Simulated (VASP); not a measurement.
# Si: a series in biaxial strain in the (111) plane

How do the elastic response and the band edges of Si follow biaxial strain in the (111) plane?

Program: VASP 6.6.1. Level of theory: PBE; plane waves and PAW (Si), in the first sound run; inputs show where later runs differ. Results are calculated unless marked as measured.

### 1. The starting structure

Symmetry: Fd-3m, No. 227, cubic system. The conventional cell has a = 5.431 Å, b = 5.431 Å, c = 5.431 Å, α = 90.00°, β = 90.00°, γ = 90.00°. Nearest to Si lie 4 Si at 2.35 Å.

### 2. Relax the crystal, PBE

The series starts from the cell that this level prefers, so that zero strain is near zero stress.

This step took 2 runs in a row; the last is shown.

Level: PBE; plane waves and PAW (Si).

INCAR

```
SYSTEM = Si
PREC = Accurate
ENCUT = 450
EDIFF = 1E-07
NELM = 120
ISMEAR = 0
SIGMA = 0.02
LREAL = .FALSE.
ALGO = Normal
GGA = PE
NBANDS = 10
LORBIT = 11
LWAVE = .FALSE.
LCHARG = .FALSE.
KPAR = 8
IBRION = 2
NSW = 40
ISIF = 3
EDIFFG = -0.005
POTIM = 0.4
```

POSCAR

```
Si
1.0
    0.0000000000      2.7342232664      2.7342232664
    2.7342232664      0.0000000000      2.7342232664
    2.7342232664      2.7342232664      0.0000000000
Si
2
Direct
    0.0000000000      0.0000000000      0.0000000000
    0.2500000000      0.2500000000      0.2500000000
```

KPOINTS

```
Automatic mesh
0
Gamma
10 10 10
0 0 0
```

PAW data sets: Si (PBE family, release 64).

Started as:

```
$ mpirun -np 8 vasp_std
```

The log of the run:

```text
[banner, memory and clock lines left out]
running    8 mpi-ranks, on    1 nodes
[...]
|                                                                             |
|           W    W    AA    RRRRR   N    N  II  N    N   GGGG   !!!           |
|           W    W   A  A   R    R  NN   N  II  NN   N  G    G  !!!           |
|           W    W  A    A  R    R  N N  N  II  N N  N  G       !!!           |
|           W WW W  AAAAAA  RRRRR   N  N N  II  N  N N  G  GGG   !            |
|           WW  WW  A    A  R   R   N   NN  II  N   NN  G    G                |
|           W    W  A    A  R    R  N    N  II  N    N   GGGG   !!!           |
|                                                                             |
|     For optimal performance we recommend to set                             |
|       NCORE = 2 up to number-of-cores-per-socket                            |
|     NCORE specifies how many cores store one orbital (NPAR=cpu/NCORE).      |
|     This setting can greatly improve the performance of VASP for DFT.       |
[...]
|     Unfortunately you need to use the default for GW and RPA                |
|     calculations (for HF NCORE is supported but not extensively tested      |
|     yet).                                                                   |
|                                                                             |

 LDA part: xc-table for (Slater+PW92), standard interpolation
 POSCAR, INCAR and KPOINTS ok, starting setup
[...]
entering main loop
       N       E                     dE             d eps       ncg     rms          rms(c)
DAV:   1     0.508140250773E+01    0.50814E+01   -0.30203E+03   940   0.547E+02
DAV:   2    -0.105739073354E+02   -0.15655E+02   -0.14648E+02  1272   0.783E+01
DAV:   3    -0.110141970828E+02   -0.44029E+00   -0.43949E+00  1232   0.119E+01
DAV:   4    -0.110174959232E+02   -0.32988E-02   -0.32984E-02  1174   0.115E+00
[...]
DAV:  11    -0.108492326525E+02   -0.50913E-06   -0.15139E-06  1196   0.702E-03    0.282E-03
DAV:  12    -0.108492328974E+02   -0.24490E-06   -0.44986E-07  1014   0.438E-03    0.856E-04
DAV:  13    -0.108492329061E+02   -0.86809E-08   -0.26700E-09   558   0.376E-04
   1 F= -.10849233E+02 E0= -.10849233E+02  d E =-.108492E+02
[...]
reached required accuracy - stopping structural energy minimisation
```

Wall time 4.6 s (8 MPI ranks of AMD EPYC 7R43, shared host); peak memory 1 GiB; 30 s of CPU time.

Lines that name or quote the potential files are left out of all logs, and their timing lines are given in words.

Parts of OUTCAR (step 2):

```text
  Total        0.0015831      0.0015831      0.0015831      0.0000000     -0.0000000      0.0000000
  in kB        0.0620424      0.0620424      0.0620424      0.0000000     -0.0000000      0.0000000
  external PRESSURE =       0.0620424 kB  Pullay stress =       0.0000000 kB

 POSITION                                       TOTAL-FORCE (eV/Angst)
 -----------------------------------------------------------------------------------
      0.00000      0.00000      0.00000        -0.000000     -0.000000     -0.000000
      1.36711      1.36711      1.36711         0.000000      0.000000      0.000000
 -----------------------------------------------------------------------------------
    total drift:                                0.000000      0.000000     -0.000000

  FREE ENERGIE OF THE ION-ELECTRON SYSTEM (eV)
  ---------------------------------------------------
  free  energy   TOTEN  =       -10.8492329061 eV

  energy  without entropy=      -10.8492329061  energy(sigma->0) =      -10.84923291

 reached required accuracy - stopping structural energy minimisation

[... 3 further parts left out ...]
[key lines of the parts left out:]
E-fermi :   5.7408
```

Numbers from this step:

```
energy(sigma→0) of the program : -10.8492 eV
stress, compression positive   : 0.01 along [111], 0.01 across it (mean), GPa
volume                         : 40.882 Å³
ionic steps                    : 1
```

### 3. Strain along the normal, PBE

One member in full: the plane is strained by -2 %, and the strain along the normal is moved by secant steps until the normal stress is under 0.012 GPa or five steps are spent; the atoms relax at each step.

This step took 4 runs, each at a new trial strain with the atoms of the one before; the last is shown.

Level: PBE; plane waves and PAW (Si).

INCAR: that of step 2 with these lines changed.

```diff
@@ -14,7 +14,7 @@
 LCHARG = .FALSE.
-KPAR = 8
-IBRION = 2
-NSW = 40
-ISIF = 3
-EDIFFG = -0.005
-POTIM = 0.4
+KPAR = 2
+IBRION = 1
+NSW = 25
+ISIF = 2
+EDIFFG = -0.004
+POTIM = 0.3
```

POSCAR

```
Si
1.0
    0.0525487420      2.7320875430      2.7320875430
    2.7320875430      0.0525487420      2.7320875430
    2.7320875430      2.7320875430      0.0525487420
Si
2
Direct
    0.0012801068      0.0012801068      0.0012801068
    0.2487198932      0.2487198932      0.2487198932
```

KPOINTS is that of step 2.

Started as:

```
$ mpirun -np 2 vasp_std
```

The log of the run:

```text
[banner, memory and clock lines left out]
running    2 mpi-ranks, on    1 nodes
[...]
LDA part: xc-table for (Slater+PW92), standard interpolation
 POSCAR, INCAR and KPOINTS ok, starting setup
[...]
entering main loop
       N       E                     dE             d eps       ncg     rms          rms(c)
DAV:   1     0.484564672866E+01    0.48456E+01   -0.29885E+03  2320   0.549E+02
DAV:   2    -0.105946062417E+02   -0.15440E+02   -0.14834E+02  3400   0.804E+01
DAV:   3    -0.110130273458E+02   -0.41842E+00   -0.41781E+00  2884   0.117E+01
DAV:   4    -0.110160998733E+02   -0.30725E-02   -0.30721E-02  2918   0.126E+00
[...]
DAV:  11    -0.108267310827E+02   -0.18188E-05   -0.40908E-06  2826   0.116E-02    0.532E-03
DAV:  12    -0.108267314880E+02   -0.40527E-06   -0.38415E-07  2714   0.417E-03    0.894E-04
DAV:  13    -0.108267314561E+02    0.31833E-07   -0.61837E-08  2362   0.148E-03
   1 F= -.10826731E+02 E0= -.10826731E+02  d E =-.108267E+02
 BRION: g(F)=  0.113E-06 g(S)=  0.000E+00
 reached required accuracy - stopping structural energy minimisation
```

Run time: 23 s. Hardware: 2 MPI ranks; peak memory 0.27 GiB.

OUTCAR, selected parts (step 3):

```text
  Total        0.7441090      0.7441090      0.7441090     -0.3720767     -0.3720767     -0.3720767
  in kB       30.0985653     30.0985653     30.0985653    -15.0501800    -15.0501800    -15.0501800
  external PRESSURE =      30.0985653 kB  Pullay stress =       0.0000000 kB

 POSITION                                       TOTAL-FORCE (eV/Angst)
 -----------------------------------------------------------------------------------
      0.00706      0.00706      0.00706        -0.000808     -0.000808     -0.000808
      1.37212      1.37212      1.37212         0.000808      0.000808      0.000808
 -----------------------------------------------------------------------------------
    total drift:                               -0.000000     -0.000000      0.000000

  FREE ENERGIE OF THE ION-ELECTRON SYSTEM (eV)
  ---------------------------------------------------
  free  energy   TOTEN  =       -10.8267314561 eV

  energy  without entropy=      -10.8267314561  energy(sigma->0) =      -10.82673146

[... 1 part as in an earlier step ...]

[... 3 further parts left out ...]
[key lines of the parts left out:]
E-fermi :   6.1572
```

Numbers from this step:

| Quantity | Value |
| --- | --- |
| energy(sigma→0) of the program | -10.8267 eV |
| stress, compression positive | 0.00 along [111], 4.51 across it (mean), GPa |
| ionic steps | 1 |

### 4. Band edges, TB-mBJ with spin-orbit coupling

Short lines in KPOINTS_OPT sample the zone centre along and across the normal of the plane, for masses, and the other valleys.

Level: TB-mBJ, spin-orbit coupling; plane waves and PAW (Si).

TB-mBJ has no energy functional, so the total energy, stress and pressure in this output mean nothing.

INCAR

```
SYSTEM = Si
PREC = Accurate
ENCUT = 450
EDIFF = 1E-06
NELM = 150
ISMEAR = 0
SIGMA = 0.02
LREAL = .FALSE.
ALGO = Normal
METAGGA = MBJ
LASPH = .TRUE.
LNONCOLLINEAR = .TRUE.
MAGMOM = 0 0 0 0 0 0
NBANDS = 18
GGA_COMPAT = .FALSE.
LSORBIT = .TRUE.
LWAVE = .FALSE.
LCHARG = .FALSE.
KPAR = 2
```

POSCAR is that of step 3.

KPOINTS

```
Automatic mesh
0
Gamma
8 8 8
0 0 0
```

KPOINTS_OPT

```
Line mode
6
Line-mode
Reciprocal
  0.00000000   0.00000000   0.00000000
  0.02534608   0.02534608   0.02534608

  0.00000000   0.00000000   0.00000000
 -0.01507770   0.01507770  -0.00000000

  0.31000000   0.31000000   0.00000000
  0.50000000   0.50000000   0.00000000

  0.00000000   0.31000000   0.31000000
  0.00000000   0.50000000   0.50000000

  0.45000000   0.45000000   0.45000000
  0.50000000   0.50000000   0.50000000

  0.45000000   0.00000000   0.00000000
  0.50000000   0.00000000   0.00000000

  0.42500000   0.42500000   0.00000000
  0.42541817   0.44674126   0.02174126

  0.50000000   0.50000000   0.50000000
  0.48492230   0.51507770   0.50000000
```

Started as:

```
$ mpirun -np 2 vasp_ncl
```

The log of the run:

```text
[banner, memory and clock lines left out]
running    2 mpi-ranks, on    1 nodes
[...]
|                                                                             |
|               ----> ADVICE to this user running VASP <----                  |
|                                                                             |
|     You enforced a specific xc type in the INCAR file but a different       |
|     [... a line on the potential file left out ...]
|     I HOPE YOU KNOW WHAT YOU ARE DOING!                                     |
|                                                                             |

 LDA part: xc-table for (None), standard interpolation
 POSCAR, INCAR and KPOINTS ok, starting setup
[...]
entering main loop
       N       E                     dE             d eps       ncg     rms          rms(c)
DAV:   1     0.665162294224E+02    0.66516E+02   -0.26645E+03  2340   0.638E+02
DAV:   2     0.469023029663E+02   -0.19614E+02   -0.17871E+02  3146   0.105E+02
DAV:   3     0.460676453701E+02   -0.83466E+00   -0.82627E+00  2922   0.185E+01
DAV:   4     0.460620028569E+02   -0.56425E-02   -0.56396E-02  2904   0.197E+00
[...]
DAV:  31     0.485518258924E+02   -0.13406E-05   -0.82784E-12  1260   0.232E-05    0.925E-06
DAV:  32     0.485518274364E+02    0.15440E-05   -0.63917E-13  1256   0.973E-06    0.104E-06
DAV:  33     0.485518274057E+02   -0.30780E-07   -0.27363E-12  1252   0.632E-06
   1 F= 0.48551827E+02 E0= 0.48551827E+02  d E =-.582822E-24  mag=     0.0000    -0.0000     0.0000
 Start KPOINTS_OPT (optional k-point list driver)
k-point batch [1-48\48]
       N       E                     dE             ncg
DAV:   1     0.157329802526E+04   -0.68490E+04     1728
DAV:   2     0.490513047324E+03   -0.10828E+04     2254
DAV:   3     0.446350254330E+03   -0.44163E+02     2244
DAV:   4     0.445948763359E+03   -0.40149E+00     2166
DAV:   5     0.445945001898E+03   -0.37615E-02     2148
DAV:   6     0.445944944611E+03   -0.57287E-04     2214
DAV:   7     0.445944943525E+03   -0.10857E-05     1816
DAV:   8     0.445944943477E+03   -0.48759E-07     1494
```

Run time: 4.3 min. Hardware: 2 MPI ranks; peak memory 0.56 GiB; 8.4 min of CPU time.

From OUTCAR (step 4):

```text
  LATTYP: Found a trigonal (rhomboedric) cell.
 ALAT       =     3.8641125832
 COS(alpha) =     0.5191378900

 Subroutine GETGRP returns: Found 12 space group operations
 (whereof  6 operations were pure point group operations)

The static configuration has the point symmetry C_3v.
 The point group associated with its full space group is D_3d.

 Found     65 irreducible k-points:

   k-points           NKPTS =     65   k-points in BZ     NKDIM =     65   number of bands    NBANDS=     18

   dimension x,y,z NGX =    28 NGY =   28 NGZ =   28
   dimension x,y,z NGXF=    56 NGYF=   56 NGZF=   56

   ENCUT  =  450.0 eV  33.07 Ry    5.75 a.u.   6.68  6.68  6.68*2*pi/ulx,y,z

   NELECT =       8.0000    total number of electrons

 E-fermi :   5.7172

 k-point     1 :       0.0000    0.0000    0.0000
  band No.  band energies     occupation
    ...
      4       5.2606      1.00000
      5       5.5533      1.00000
      6       5.5533      1.00000
      7       5.5829      1.00000
      8       5.5829      1.00000
      9       8.3747      0.00000
     10       8.3747      0.00000
     11       8.7730      0.00000
     12       8.7730      0.00000
     13       8.7955      0.00000
    ...

 k-point     2 :       0.1250    0.0000    0.0000
  band No.  band energies     occupation
    ...
      4       4.0768      1.00000
      5       5.0451      1.00000
      6       5.0451      1.00000
      7       5.2890      1.00000
      8       5.2890      1.00000
      9       8.5215      0.00000
     10       8.5215      0.00000
     11       8.9631      0.00000
     12       8.9631      0.00000
     13       9.2013      0.00000
    ...

  Total       23.5071037     23.5071037     23.5071037     -0.4077688     -0.4077688     -0.4077688
  in kB      950.8420100    950.8420100    950.8420100    -16.4938959    -16.4938959    -16.4938959
  external PRESSURE =     950.8420100 kB  Pullay stress =       0.0000000 kB

 POSITION                                       TOTAL-FORCE (eV/Angst)
 -----------------------------------------------------------------------------------
      0.00706      0.00706      0.00706        -0.227547     -0.227547     -0.227547
      1.37212      1.37212      1.37212         0.227547      0.227547      0.227547
 -----------------------------------------------------------------------------------
    total drift:                               -0.000000     -0.000000     -0.000000

  FREE ENERGIE OF THE ION-ELECTRON SYSTEM (eV)
  ---------------------------------------------------
  free  energy   TOTEN  =        48.5518274057 eV

  energy  without entropy=       48.5518274057  energy(sigma->0) =       48.55182741

 Spin-Orbit-Coupling matrix elements
 Ion:    1  E_soc:     -0.0003233
 Ion:    2  E_soc:     -0.0003233

[... 1 part as in an earlier step ...]

[... 7 further parts left out ...]
```

### 5. Band edges, r2SCAN with spin-orbit coupling

Short lines in KPOINTS_OPT sample the zone centre along and across the normal of the plane, for masses, and the other valleys.

Level: r2SCAN, spin-orbit coupling; plane waves and PAW (Si).

INCAR: that of step 4 with these lines changed.

```diff
@@ -4,3 +4,3 @@
 EDIFF = 1E-06
-NELM = 150
+NELM = 100
 ISMEAR = 0
@@ -9,3 +9,3 @@
 ALGO = Normal
-METAGGA = MBJ
+METAGGA = R2SCAN
 LASPH = .TRUE.
```

POSCAR is that of step 4.

KPOINTS is that of step 4.

KPOINTS_OPT is that of step 4.

Started as:

```
$ mpirun -np 2 vasp_ncl
```

The log of the run:

```text
[banner, memory and clock lines left out]
running    2 mpi-ranks, on    1 nodes
[...]
[... a notice as in an earlier step ...]

 LDA part: xc-table for (None), standard interpolation
 POSCAR, INCAR and KPOINTS ok, starting setup
[...]
entering main loop
       N       E                     dE             d eps       ncg     rms          rms(c)
DAV:   1     0.258671726755E+01    0.25867E+01   -0.27512E+03  2340   0.654E+02
DAV:   2    -0.178266761420E+02   -0.20413E+02   -0.18607E+02  3170   0.109E+02
DAV:   3    -0.186939216657E+02   -0.86725E+00   -0.85811E+00  2950   0.192E+01
DAV:   4    -0.187025260222E+02   -0.86044E-02   -0.85996E-02  2972   0.249E+00
[...]
DAV:  10    -0.175332150279E+02    0.88396E-05   -0.34085E-05  2660   0.520E-02    0.337E-02
DAV:  11    -0.175332247043E+02   -0.96763E-05   -0.35852E-06  2752   0.179E-02    0.157E-02
DAV:  12    -0.175332250289E+02   -0.32460E-06   -0.11358E-06  2500   0.890E-03
   1 F= -.17533225E+02 E0= -.17533225E+02  d E =-.109734E-16  mag=     0.0000    -0.0000    -0.0000
 Start KPOINTS_OPT (optional k-point list driver)
k-point batch [1-48\48]
       N       E                     dE             ncg
DAV:   1     0.159468740604E+04   -0.68276E+04     1728
DAV:   2     0.514222313430E+03   -0.10805E+04     2268
DAV:   3     0.470587046423E+03   -0.43635E+02     2258
DAV:   4     0.470065245657E+03   -0.52180E+00     2248
DAV:   5     0.470057220227E+03   -0.80254E-02     2174
DAV:   6     0.470057039835E+03   -0.18039E-03     2274
DAV:   7     0.470057034418E+03   -0.54170E-05     1876
DAV:   8     0.470057034158E+03   -0.25926E-06     1534
```

Elapsed: 7.2 min, on 2 MPI ranks; peak memory 0.53 GiB.

(Part 1 of 2 ends here.)

[Lines on the potential files, build, host, timing and source positions are cut from VASP's logs without a mark.]

[Logs are printed without paths, hosts, clocks, repeated set-up lines and the standing remarks that a program may print on its own settings, such as how far it seeks lower states.]

[Hosts, paths, dates, database ids (printed as entryN), source tags and the programs' standing remarks are cut or masked in the printed files.]

[In band tables of VASP the shares of atoms and orbitals are scaled to a sum of 1 inside the atoms' spheres.]
